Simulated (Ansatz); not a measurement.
**From the elastic tensor of FeCo to moduli and sound speeds**

Level of theory: Ansatz, DFT PBE, scalar-relativistic, plane waves, PAW. Settings: 420 eV plane-wave cutoff, Γ-centred 20×20×20 mesh, Gaussian smearing of 0.20 eV. Collinear spin, site moments -2.8, -1.8 μB.

Space group Pm-3m (No. 221), cubic, a = 2.845 Å. Fe has 8 Co at 2.46 Å and 6 Fe at 2.84 Å; Co has 8 Fe at 2.46 Å and 6 Co at 2.84 Å.

The cell has the caesium chloride type, in a space group that the Crystallography Open Database lists for this formula; it was reached from a generator's guess. In a metal, frequencies and elastic constants depend on the k mesh and the smearing, soft modes and shear constants most.

Relaxed-ion constants (GPa, on the Cartesian axes of the calculation):
```
262.6 155.5 155.5   0.0   0.0   0.0
155.5 262.6 155.5   0.0   0.0   0.0
155.5 155.5 262.6   0.0   0.0   0.0
  0.0   0.0   0.0 133.4   0.0   0.0
  0.0   0.0   0.0   0.0 133.4   0.0
  0.0   0.0   0.0   0.0   0.0 133.4
```

Density 8.280 g/cm³; 2 atoms in 23.02 Å³.

| Property | Result |
| --- | --- |
| Bulk modulus, Voigt / Reuss / Hill | 191.2 / 191.2 / 191.2 GPa |
| Shear modulus, Voigt / Reuss / Hill | 101.5 / 83.6 / 92.5 GPa |
| Young's modulus | 239 GPa |
| Poisson ratio | 0.292 |
| Pugh ratio B/G | 2.07 (over 1.75, the rule of thumb for ductile) |
| Universal anisotropy index | 1.07 |
| Longitudinal and transverse sound speeds | 6164 and 3343 m/s |
| Debye temperature from the mean sound speed | 492 K |
